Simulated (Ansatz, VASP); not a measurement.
**One calculation of SrO, two programs**

The input INCAR:

```
SYSTEM = SrO
ALGO     = Normal         ! electronic algorithm
EDIFF    = 1E-7           ! SCF threshold, eV
ENCUT    = 520            ! plane-wave cutoff, eV
GGA      = PS             ! functional
ISIF     = 2              ! what is computed and relaxed
ISMEAR   = -1             ! smearing method
LASPH    = .TRUE.         ! aspherical terms in the spheres
LCHARG   = .FALSE.        ! write CHGCAR
LREAL    = .FALSE.        ! projectors in reciprocal space
LWAVE    = .FALSE.        ! write WAVECAR
NBANDS   = 24             ! bands
NELM     = 100            ! most SCF steps
PREC     = Accurate       ! precision mode
SIGMA    = 0.05           ! smearing width, eV
```

File KPOINTS:

```
k-points
0
G
  9 9 5
  0 0 0
```

The input POSCAR:

```
SrO
1.0
    3.5768204852      0.0000000000      0.0000000000
   -1.7884102426      3.0976174050      0.0000000000
    0.0000000000      0.0000000000      6.2584793785
Sr O
2 2
Direct
    0.6666666667      0.3333333333      0.7500000000
    0.3333333333      0.6666666667      0.2500000000
    0.0000000000      0.0000000000      0.5000000000
    0.0000000000      0.0000000000      0.0000000000
```

File input.yaml:

```yaml
crystal:
  lattice:
    - [3.5768204852, 0.0, 0.0]
    - [-1.7884102426, 3.097617405, 0.0]
    - [0.0, 0.0, 6.2584793785]
  atoms:
    - { symbol: Sr, position: [0.6666666667, 0.3333333333, 0.75] }
    - { symbol: Sr, position: [0.3333333333, 0.6666666667, 0.25] }
    - { symbol: O, position: [0.0, 0.0, 0.5] }
    - { symbol: O, position: [0.0, 0.0, 0.0] }
kpoints:
  mp_grid: { grid: [9, 9, 5] }
scf:
  occupations: { method: fermi_dirac, width: 0.05 }
hamiltonian:
  xc: pbesol
  pseudopotentials: { kind: all_electron, lapw: { basis_error: 0.002 } }
output:
  forces: true
  stress: true
  eigenvalues: true
```

Change from the starting cell: volume scaled by 1.02.

Alike in both runs: task single point; functional PBEsol; k mesh 9 × 9 × 5; occupations fermi-dirac, width 0.05 eV; no spin polarisation.

|  | VASP | Ansatz |
| --- | --- | --- |
| version | VASP 6.6.1 | Ansatz 0.2.0 |
| potentials or method | VASP PAW PBE potentials, release 64 (Sr_sv, O) | all-electron LAPW, scalar-relativistic |
| plane-wave cutoff (eV) | 520 | see its input |

VASP gave:

| Quantity | Value |
| --- | --- |
| gap on the k mesh at the Fermi level (eV) | 2.82 |
| least direct gap on the mesh (eV) | 2.82 |
| pressure (GPa) | -3.4 |
| largest component of the traceless stress (GPa) | 0.57 |

Problem. Estimate Ansatz's values.

Solution. gap on the k mesh at the Fermi level (eV): 2.83; least direct gap on the mesh (eV): 2.83; pressure (GPa): -3.9; largest component of the traceless stress (GPa): 0.57.

Ansatz ran all-electron here, so the differences hold the error of VASP's frozen core and of both bases.

Caveats: an odd mesh through Γ misses points on the zone boundary, where band edges often lie; the PAW data sets were made with another functional, which shifts forces and pressure a little (VASP).
